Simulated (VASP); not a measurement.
Set up this calculation in VASP 6.6.1, as the native input.

```yaml
Task: single point
Functional: PBE
Potentials_or_basis: VASP PAW PBE potentials, release 64 (Ni, Si)
Cutoff: 520 eV
k_mesh: 9 × 8 × 6
Occupations: fermi-dirac, width 0.05 eV
Spin: collinear spin, ferromagnetic start
Starting_moments: "[1.0, 1.0, 0.0, 0.0] μB"
Further_INCAR_settings: ALGO = Normal; EDIFF = 1e-07; NBANDS = 26
```

The structure of SiNi lies in POSCAR:

```
SiNi
1.0
    2.9427706600      0.0000000000      0.0000000000
    0.0000000000      3.2803255400      0.0000000000
    0.0000000000      0.0000000000      4.6774467600
Ni Si
2 2
Direct
    0.4923060000      0.4990710000      0.3386270000
   -0.0030320000     -0.0088980000      0.6541060000
    0.5011560000      0.5092570000      0.8448520000
   -0.0077360000      0.0014570000      0.1542780000
```

The cell comes from a database or a generator and needn't be the stable form of this composition.

The cell isn't the ideal one: atoms moved at random, drawn with an rms of 0.05 Å.

The input as run:

INCAR

```
PREC = Accurate ; ENCUT = 520
EDIFF = 1E-7 ; ISMEAR = -1
SIGMA = 0.05 ; LREAL = F
LASPH = T ; NELM = 100
ALGO = Normal ; ISIF = 2
LWAVE = F ; LCHARG = F
ISPIN = 2 ; MAGMOM = 1 1 0 0
LORBIT = 11 ; LMAXMIX = 4
GGA = PE ; NBANDS = 26
```

KPOINTS

```
regular mesh
0
Gamma
  9 8 6
```

Potentials or basis: VASP PAW PBE potentials, release 64 (Ni, Si).

The run is started by

```sh
$ cat potpaw_PBE.64/Ni/POTCAR potpaw_PBE.64/Si/POTCAR > POTCAR
$ mpirun -np 1 vasp_std > vasp.out
```

It gave:

| Quantity | Value |
| --- | --- |
| Pressure | 6.9 GPa |
| Largest force | 0.488 eV/Å |
| Band gap on the k mesh | none (metal or under the smearing width) |
| Net moment | 0.00 μB per cell |
| Valence electrons inside the program's atomic spheres | Ni 9.59, 9.58; Si 1.62 |

It took 4.5 min on 1 thread of Intel(R) Xeon(R) Platinum 8488C (Sapphire Rapids) (shared host), peak memory 0.44 GiB.
